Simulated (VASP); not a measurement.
GaN:

```xyz
4
Lattice="3.1802 0.0000 0.0000 -1.5901 2.7542 0.0000 0.0000 0.0000 5.1832" Properties=species:S:1:pos:R:3 pbc="T T T"
Ga    0.0000    1.8361    5.1793
Ga    1.5901    0.9181    2.5877
N     0.0000    1.8361    1.9476
N     1.5901    0.9181    4.5393
```

Base run:

```yaml
Program: VASP 6.6.1
Functional: HSE06
Potentials_or_basis: VASP PAW PBE potentials, release 64 (Ga_d, N)
Cutoff: 520 eV
k_mesh: 6 × 6 × 3
Occupations: gaussian, width 0.03 eV
Spin: no spin polarisation
```

Its results: band gap on the k mesh 3.25 eV, direct; pressure 0.2 GPa.

Q: The run is repeated on the same cell with these changes: functional from HSE06 to PBEsol; further incar settings from ALGO = Normal; EDIFF = 1e-07; NBANDS = 26 to ALGO = Fast; EDIFF = 1e-07; NBANDS = 26. What comes out?

A: Band gap on the k mesh 1.90 eV, direct; pressure 0.1 GPa.

Caveats: the PAW data sets were made with another functional, which shifts forces and pressure a little.
